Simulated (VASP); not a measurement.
# Mg in VASP: work function with LDA

Aim: the work function of Mg with LDA.

Everything below comes from runs of VASP 6.6.1. Logs are shortened: lines on timing, memory, paths and dates and some standing lists are left out, and cuts for length are marked.

## (1) Starting point

The cell holds a slab with vacuum, 16 atoms: a = 6.617 Å, b = 6.617 Å, c = 33.279 Å, α = 90.00°, β = 90.00°, γ = 120.00°.

The cell was built by a generator and needn't be a form met in nature.

## (2) Work function, LDA

The input, INCAR:

```
PREC = Accurate
ENCUT = 520
EDIFF = 1E-7
ISMEAR = 1
SIGMA = 0.1
LREAL = F
LASPH = T
NELM = 80
ALGO = Normal
ISIF = 2
LWAVE = F
LCHARG = T
LDIPOL = T
IDIPOL = 3
DIPOL = 0.5 0.5 0.500
GGA = CA
LVHAR = T
LVACPOTAV = T
KPAR = 4
```

The input, KPOINTS:

```
regular mesh
0
Gamma
  6 6 1
```

The input, POSCAR:

```
Mg                                      
1.0
    0.0000000000      6.6173210300      0.0000000000
   -5.7307680900     -3.3086605700      0.0000000000
    0.0000000000      0.0000000000     33.2793400800
  Mg            
    16
Direct
     0.6666669999999968    0.0000000000000000    0.3888898485371590
     0.6666669999999968    0.5000000000000000    0.3888898485371590
     0.1666669999999968    0.0000000000000000    0.3888898485371590
     0.1666669999999968    0.5000000000000000    0.3888898485371590
     0.8333330000000032    0.8333340000000007    0.4632375629768660
     0.8333330000000032    0.3333340000000007    0.4632375629768660
     0.3333330000000032    0.8333340000000007    0.4632375629768660
     0.3333330000000032    0.3333340000000007    0.4632375629768660
     0.6666669999999968    0.0000000000000000    0.5367624370231340
     0.6666669999999968    0.5000000000000000    0.5367624370231340
     0.1666669999999968    0.0000000000000000    0.5367624370231340
     0.1666669999999968    0.5000000000000000    0.5367624370231340
     0.8333330000000032    0.8333340000000007    0.6111101514628411
     0.8333330000000032    0.3333340000000007    0.6111101514628411
     0.3333330000000032    0.8333340000000007    0.6111101514628411
     0.3333330000000032    0.3333340000000007    0.6111101514628411
```

Potentials or basis: VASP PAW LDA potentials, release 64 (Mg).

Run with:

```bash
cat potpaw_LDA.64/Mg/POTCAR > POTCAR
mpirun -np 4 vasp_std > vasp.out
```

OUTCAR:

```text
PREC = Accurate
   ENCUT = 520
   EDIFF = 1E-7
   ISMEAR = 1
   LREAL = F
   LASPH = T
   NELM = 80
   ISIF = 2
   GGA = CA

 ion  position               nearest neighbor table
   1  0.667  0.000  0.389-   5 3.13   7 3.13   6 3.13   4 3.31   4 3.31   3 3.31   3 3.31   2 3.31
                             2 3.31
   2  0.667  0.500  0.389-   6 3.13   8 3.13   5 3.13   3 3.31   3 3.31   4 3.31   4 3.31   1 3.31
                             1 3.31
   3  0.167  0.000  0.389-   7 3.13   5 3.13   8 3.13   2 3.31   2 3.31   1 3.31   1 3.31   4 3.31
                             4 3.31
   4  0.167  0.500  0.389-   8 3.13   6 3.13   7 3.13   1 3.31   1 3.31   2 3.31   2 3.31   3 3.31
                             3 3.31
   5  0.833  0.833  0.463-   9 3.10  11 3.10  10 3.10   1 3.13   3 3.13   2 3.13   8 3.31   8 3.31
                             7 3.31   7 3.31   6 3.31   6 3.31
   6  0.833  0.333  0.463-  10 3.10  12 3.10   9 3.10   2 3.13   4 3.13   1 3.13   7 3.31   7 3.31
                             8 3.31   8 3.31   5 3.31   5 3.31
   7  0.333  0.833  0.463-  11 3.10   9 3.10  12 3.10   3 3.13   1 3.13   4 3.13   6 3.31   6 3.31
                             5 3.31   5 3.31   8 3.31   8 3.31
   8  0.333  0.333  0.463-  12 3.10  10 3.10  11 3.10   4 3.13   2 3.13   3 3.13   5 3.31   5 3.31
                             6 3.31   6 3.31   7 3.31   7 3.31
   9  0.667  0.000  0.537-   5 3.10   7 3.10   6 3.10  13 3.13  15 3.13  14 3.13  12 3.31  12 3.31
                            11 3.31  11 3.31  10 3.31  10 3.31
  10  0.667  0.500  0.537-   6 3.10   8 3.10   5 3.10  14 3.13  16 3.13  13 3.13  11 3.31  11 3.31
                            12 3.31  12 3.31   9 3.31   9 3.31
  11  0.167  0.000  0.537-   7 3.10   5 3.10   8 3.10  15 3.13  13 3.13  16 3.13  10 3.31  10 3.31
                             9 3.31   9 3.31  12 3.31  12 3.31
[... 15 lines left out ...]
  Lattice vectors:

 A1 = (   0.0000000000,   6.6173210300,   0.0000000000)
 A2 = (  -5.7307680900,  -3.3086605700,   0.0000000000)
 A3 = (   0.0000000000,   0.0000000000,  33.2793400800)

Analysis of symmetry for initial positions (statically):
=====================================================================
 Subroutine PRICEL returns following result:

  LATTYP: Found a hexagonal cell.
 ALAT       =     3.3086605150
 C/A-ratio  =    10.0582516487

  Lattice vectors:

 A1 = (   0.0000000000,   3.3086605150,   0.0000000000)
 A2 = (  -2.8653840450,  -1.6543302850,   0.0000000000)
 A3 = (   0.0000000000,   0.0000000000,  33.2793400800)

   4 primitive cells build up your supercell.

 Routine SETGRP: Setting up the symmetry group for a
 hexagonal supercell.

 Subroutine GETGRP returns: Found 12 space group operations
 (whereof  2 operations were pure point group operations)
 out of a pool of 24 trial point group operations.

The static configuration has the point symmetry C_2 .
 The point group associated with its full space group is D_3d.

Analysis of symmetry for dynamics (positions and initial velocities):
=====================================================================
 Subroutine PRICEL returns following result:

  LATTYP: Found a hexagonal cell.
 ALAT       =     3.3086605150
 C/A-ratio  =    10.0582516487

  Lattice vectors:

 A1 = (   0.0000000000,   3.3086605150,   0.0000000000)
 A2 = (  -2.8653840450,  -1.6543302850,   0.0000000000)
 A3 = (   0.0000000000,   0.0000000000,  33.2793400800)

   4 primitive cells build up your supercell.

 Routine SETGRP: Setting up the symmetry group for a
 hexagonal supercell.

 Subroutine GETGRP returns: Found 12 space group operations
 (whereof  2 operations were pure point group operations)
 out of a pool of 24 trial point group operations.

The dynamic configuration has the point symmetry C_2 .
 The point group associated with its full space group is D_3d.

 Subroutine INISYM returns: Found 12 space group operations
 (whereof  2 operations are pure point group operations),
 and found     4 'primitive' translations

----------------------------------------------------------------------------------------

                                     Primitive cell

  volume of cell :     315.5075

  direct lattice vectors                    reciprocal lattice vectors
     0.000000000  3.308660515  0.000000000    -0.174496682  0.302237112  0.000000000
    -2.865384045 -1.654330285  0.000000000    -0.348993358  0.000000000  0.000000000
     0.000000000  0.000000000 33.279340080     0.000000000  0.000000000  0.030048673

  length of vectors
     3.308660515  3.308660517 33.279340080     0.348993358  0.348993358  0.030048673

  position of ions in fractional coordinates (direct lattice)
     0.333334000  0.000000000  0.388889849
     0.666666000  0.666668000  0.463237563
     0.333334000  0.000000000  0.536762437
     0.666666000  0.666668000  0.611110151

  ion indices of the primitive-cell ions
   primitive index   ion index
                 1           1
                 2           5
                 3           9
                 4          13

----------------------------------------------------------------------------------------

 KPOINTS: regular mesh

Automatic generation of k-mesh.
 Grid dimensions read from file:
 generate k-points for:    6    6    1

 Generating k-lattice:

  Cartesian coordinates                     Fractional coordinates (reciprocal lattice)
    -0.014541390  0.025186426  0.000000000     0.166666667  0.000000000  0.000000000
    -0.029082780  0.000000000  0.000000000     0.000000000  0.166666667  0.000000000
     0.000000000  0.000000000  0.030048673     0.000000000  0.000000000  1.000000000

  Length of vectors
     0.029082780  0.029082780  0.030048673

  Shift w.r.t. Gamma in fractional coordinates (k-lattice)
     0.000000000  0.000000000  0.000000000

 Subroutine IBZKPT returns following result:
 ===========================================

 Found      7 irreducible k-points:

 Following reciprocal coordinates:
            Coordinates               Weight
  0.000000  0.000000  0.000000      1.000000
  0.166667 -0.000000  0.000000      6.000000
  0.333333  0.000000  0.000000      6.000000
  0.500000  0.000000  0.000000      3.000000
  0.166667  0.166667  0.000000      6.000000
  0.333333  0.166667  0.000000     12.000000
  0.333333  0.333333  0.000000      2.000000
   k-points           NKPTS =      7   k-points in BZ     NKDIM =      7   number of bands    NBANDS=     25
   number of dos      NEDOS =    301   number of ions     NIONS =     16
   total plane-waves  NPLWV = 625000
   dimension x,y,z NGX =    50 NGY =   50 NGZ =  250
   dimension x,y,z NGXF=   100 NGYF=  100 NGZF=  500
   ions per type =              16
   NGX,Y,Z   is equivalent  to a cutoff of  12.56, 12.56, 12.49 a.u.
   NGXF,Y,Z  is equivalent  to a cutoff of  25.12, 25.12, 24.98 a.u.
 SYSTEM =  unknown system
   PREC   = accura    normal or accurate (medium, high low for compatibility)
   ISTART =      0    job   : 0-new  1-cont  2-samecut
   ICHARG =      2    charge: 1-file 2-atom 10-const
   ISPIN  =      1    spin polarized calculation?
   LNONCOLLINEAR =      F non collinear calculations
   LSORBIT =      F    spin-orbit coupling
   LASPH  =      T    aspherical Exc in radial PAW
   ENCUT  =  520.0 eV  38.22 Ry    6.18 a.u.  12.30 12.30 61.88*2*pi/ulx,y,z
   NELM   =     80;   NELMIN=  2; NELMDL= -5     # of ELM steps
   EDIFF  = 0.1E-06   stopping-criterion for ELM
   LREAL  =      F    real-space projection
[... 7 lines left out ...]
   TEBEG  =    0.0;   TEEND  =   0.0 temperature during run
   PSTRESS=    0.0 pullay stress
   NELECT =      32.0000    total number of electrons
   NUPDOWN=      -1.0000    fix difference up-down
   EMIN   =  10.00;   EMAX   =-10.00  energy-range for DOS
   EFERMI =   0.00;   METHOD = LEGACY
   ISMEAR =     1;   SIGMA  =   0.10  broadening in eV -4-tet -1-fermi 0-gaus
   EFERMI_NEDOS =   21; number of points for ismear=-14 and -15
   IALGO  =     38    algorithm
   IMIX   =      4    mixing-type and parameters
     AMIX     =   0.40;   BMIX     =  1.00
     AMIX_MAG =   1.60;   BMIX_MAG =  1.00
  volume/ion in A,a.u.               =      78.88       532.29
  Fermi-wavevector in a.u.,A,eV,Ry     =   0.480952  0.908867  3.147227  0.231315
  Thomas-Fermi vector in A             =   1.478784
   LORBIT       =      0    0 simple, 1 ext, 2 COOP (PROOUT), +10 PAW based schemes
   GGA     = CA    functional components
   LHFCALC =     F    Hartree Fock is set to
   AEXX    =    0.0000 exact exchange contribution
   IVDW    =     0    specifies the selected vdW correction
   LEPSILON=     F    determine dielectric tensor
   LRPA    =     F    only Hartree local field effects (RPA)
 non-spin polarized calculation
 Methfessel and Paxton  Order N= 1 SIGMA  =   0.10
  energy-cutoff  :      520.00
  volume of cell :     1262.03
 maximum number of plane-waves:     34083
 NGX is ok and might be reduce to    50
   NGX = 25   NGY = 25   NGZ =123

 number of electron      32.0000000 magnetization

 dipolmoment           0.000000      0.000000     -0.000000 electrons x Angstroem

 Free energy of the ion-electron system (eV)
  ---------------------------------------------------
  ext. energy  EPLUGINS =         0.00000000
  ---------------------------------------------------
  free energy    TOTEN  =       -25.10721384 eV

  energy without entropy =      -25.11031540  energy(sigma->0) =      -25.10824769

 E-fermi :  -1.9888     XC(G=0):  -3.1199

 val. band max:       -2.0345761677   @ k =   0.3333   0.1667   0.0000
 cond. band min:      -1.9339926924   @ k =   0.3333   0.1667   0.0000
 fundamental gap:      0.1005834753
 Fermi energy:        -1.9887522932

 k-point     1 :       0.0000    0.0000    0.0000
  band No.  band energies     occupation
      1      -8.4915      2.00000
      2      -7.6310      2.00000
      3      -6.2293      2.00000
      4      -4.3255      2.00000
      5      -4.0903      2.00000
      6      -4.0903      2.00000
[... 185 lines left out ...]
     24      -0.1442     -0.00000
     25       0.8966      0.00000

------------------------ aborting loop because EDIFF is reached ----------------------------------------

 vacuum level on the upper side and lower side of the slab       (xc-potential included)        -0.147        -0.146

  FORCE on cell =-STRESS in cart. coord.  units (eV):
  Direction    XX          YY          ZZ          XY          YZ          ZX
  --------------------------------------------------------------------------------------
  -------------------------------------------------------------------------------------
  Total      -12.2778895    -12.2778896     -0.0132663     -0.0000001      0.0000000      0.0000000
  in kB      -15.5870726    -15.5870727     -0.0168419     -0.0000001      0.0000000      0.0000000
  external PRESSURE =     -10.3969957 kB  Pullay stress =       0.0000000 kB

 VOLUME and BASIS-vectors are now :
 -----------------------------------------------------------------------------
  energy-cutoff  :      520.00
  volume of cell :     1262.03
      direct lattice vectors                 reciprocal lattice vectors
     0.000000000  6.617321030  0.000000000    -0.087248341  0.151118556  0.000000000
    -5.730768090 -3.308660570  0.000000000    -0.174496679  0.000000000  0.000000000
     0.000000000  0.000000000 33.279340080     0.000000000  0.000000000  0.030048673

 POSITION                                       TOTAL-FORCE (eV/Angst)
 -----------------------------------------------------------------------------------
      0.00000      4.41155     12.94200         0.000000     -0.000000      0.000620
     -2.86538      2.75722     12.94200         0.000000     -0.000000      0.000620
      0.00000      1.10289     12.94200         0.000000     -0.000000      0.000620
     -2.86538     -0.55144     12.94200         0.000000     -0.000000      0.000620
     -4.77564      2.75721     15.41624         0.000000     -0.000000     -0.001622
     -1.91026      4.41154     15.41624         0.000000     -0.000000     -0.001622
[... 8 lines left out ...]
     -4.77564     -0.55145     20.33734        -0.000000     -0.000000     -0.000620
     -1.91026      1.10288     20.33734         0.000000      0.000000     -0.000620
 -----------------------------------------------------------------------------------
    total drift:                                0.000120      0.000314     -0.000026

  FREE ENERGIE OF THE ION-ELECTRON SYSTEM (eV)
  ---------------------------------------------------
  free  energy   TOTEN  =       -25.1072138384 eV

  energy  without entropy=      -25.1103153954  energy(sigma->0) =      -25.10824769

 vacuum level on the upper side and lower side of the slab         1.913         1.913
```

Run time: 3.7 min. Hardware: 4 MPI ranks of Intel Xeon 6975P-C (Granite Rapids), shared host; peak memory 0.86 GiB.

Results:

```yaml
Free_energy: -25.1072 eV
Band_gap_on_the_k_mesh: none (metal or under the smearing width)
Work_function_of_the_upper_face: 3.90 eV
Work_function_of_the_lower_face: 3.90 eV
```
